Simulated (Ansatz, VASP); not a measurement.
**Ge in VASP and in Ansatz**

```
Ge
1.0
     0.01291    2.82130    2.82130
     2.82130    0.01291    2.82130
     2.82130    2.82130    0.01291
Ge
2
Cartesian
  0.0016 0.0016 0.0016
  1.4123 1.4123 1.4123
```

Alike in both runs: functional LDA; k mesh 12 × 12 × 12; occupations gaussian, width 0.05 eV; no spin polarisation.

Ansatz relaxed the structure, and its values are those at the end. VASP's run is a single point on that final structure, the one shown.

|  | VASP | Ansatz |
| --- | --- | --- |
| version | VASP 6.6.1 | Ansatz 0.2.0 |
| potentials or method | VASP PAW LDA potentials, release 64 (Ge_d) | scalar-relativistic, plane waves, PAW |
| plane-wave cutoff (eV) | 520 | 420 |
| valence electrons in the cell | 28 | 28 |

Ansatz gave:

```
gap on the k mesh at the Fermi level (eV) : none
pressure (GPa)                            : -0.3
rms of the force components (eV/Å)        : 0.004
```

Q: What did VASP give for the same quantities?

A: gap on the k mesh at the Fermi level (eV): none; pressure (GPa): -0.1; rms of the force components (eV/Å): 0.004.

A gap of «none» marks a metal or a gap that the smearing closes. Ansatz warned: «stress_scf_threshold_loose».
